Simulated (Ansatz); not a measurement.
# ZrO2 (Cubic zirconia): the cost of one run

Program: Ansatz 0.2.0. Level of theory: DFT PBE, scalar-relativistic, plane waves, PAW. These are calculated values, not measurements.

The COD entry's cell or inner coordinates are ideal or old and differ from later refinements, so a difference from it is no clean test against experiment.

## Step 1: The starting structure

It takes space group Fm-3m (No. 225, cubic). The conventional cell has a = 5.116 Å, b = 5.116 Å, c = 5.116 Å, α = 90.00°, β = 90.00°, γ = 90.00°. Around Zr (site symmetry m-3m) lie 8 O at 2.22 Å. O (site symmetry -43m) is surrounded by 4 Zr at 2.22 Å.

Structure file:

```
CELL_PARAMETERS angstrom
0.00000 2.55787 2.55787
2.55787 0.00000 2.55787
2.55787 2.55787 0.00000
ATOMIC_POSITIONS crystal
Zr 0.00000 0.00000 0.00000
O 0.25000 0.25000 0.25000
O 0.75000 0.75000 0.75000
```

This cell comes from an earlier session at PBE: 11.157 Å³/atom at 0.02 GPa, on a 8×8×8 mesh.

## Step 2: Volume × 0.96

Contents of input.yaml:

```yaml
crystal:
  lattice:
    - [0.0, 2.523296006, 2.523296006]
    - [2.523296006, 0.0, 2.523296006]
    - [2.523296006, 2.523296006, 0.0]
  atoms:
    - { symbol: Zr, position: [0.0, 0.0, 0.0] }
    - { symbol: O, position: [0.25, 0.25, 0.25] }
    - { symbol: O, position: [0.75, 0.75, 0.75] }
basis:
  ecutwfc: 420
  ecutrho_ratio: 4
kpoints:
  mp_grid: { grid: [8, 8, 8] }
hamiltonian:
  xc: pbe
scf:
  occupations: { method: gaussian, width: 0.05 }
output:
  forces: true
  stress: true
  eigenvalues: true
```

The run is started by

```
$ ansatz run input.yaml --threads 1 --pin off --max-ram 2560MiB --backend cpu --events-out ev --progress --plain --runs-dir out
```

**Question.** How long does this run take on 1 thread of Arm Neoverse N1, shared host, and how much memory does it need?

About 1.5 s, with a peak of 0.34 GiB.
